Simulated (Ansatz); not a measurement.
**Equation of state of Cr**

```xyz
2
Lattice="2.4853 0.0000 0.0000 -1.2427 2.1523 0.0000 0.0000 0.0000 4.4556" Properties=species:S:1:pos:R:3 pbc="T T T"
Cr    0.0000    1.4349    1.1139
Cr    1.2427    0.7174    3.3417
```

Conventional cell: a = 2.485 Å, b = 2.485 Å, c = 4.456 Å, α = 90.00°, β = 90.00°, γ = 120.00°. Around Cr (atom 1) lie 12 Cr at 2.49 to 2.65 Å.

The cell was built from the hcp type and relaxed in the same program, and has space group P6_3/mmc; it needn't be a known or the stable phase.

Levels of theory: DFT, PBE, all-electron LAPW, scalar-relativistic (Ansatz 0.2.0); DFT, PBE, PAW with Ansatz's default frozen-core files, scalar-relativistic (Ansatz 0.2.0).

For LAPW: a Γ-centred 17×17×9 k mesh, Fermi–Dirac smearing of 0.05 eV, basis error target 1 meV/atom, spin-polarised from start moments Cr1 3, Cr2 3 μB (the moments died away, and the run ended non-magnetic). PAW takes a cutoff of 420 eV at this cell. The Ansatz runs share mesh, smearing and spin set-up. Plane-wave (PAW) pressures include the program's estimate of the Pulay term.

The cell above is scaled evenly, with fractional coordinates and shape held.

| V/V(cell) | V (Å³/atom) | P, LAPW (GPa) | P, PAW (GPa) | free energy over the lowest listed, PAW (meV/atom) |
| --- | --- | --- | --- | --- |
| 0.9405 | 11.208 | 16.39 | 16.47 | 34.6 |
| 0.9800 | 11.679 | 4.91 | 4.98 | 3.6 |
| 1.0000 | 11.917 | -0.07 | 0.00 | 0.0 |
| 1.0200 | 12.155 | -4.55 | -4.49 | 3.4 |
| 1.0600 | 12.632 | ? | ? | ? |

(1) Fill in the row V/V(cell) = 1.0600.

(2) What do Birch–Murnaghan fits to the pressures give?

Answers

(1) P, LAPW (GPa) = -12.24, P, PAW (GPa) = -12.19, free energy over the lowest listed, PAW (meV/atom) = 28.6.

(2) LAPW: V0 = 11.91 Å³/atom, B0 = 236 GPa, B0′ = 4.2; PAW: V0 = 11.92 Å³/atom, B0 = 236 GPa, B0′ = 4.2.
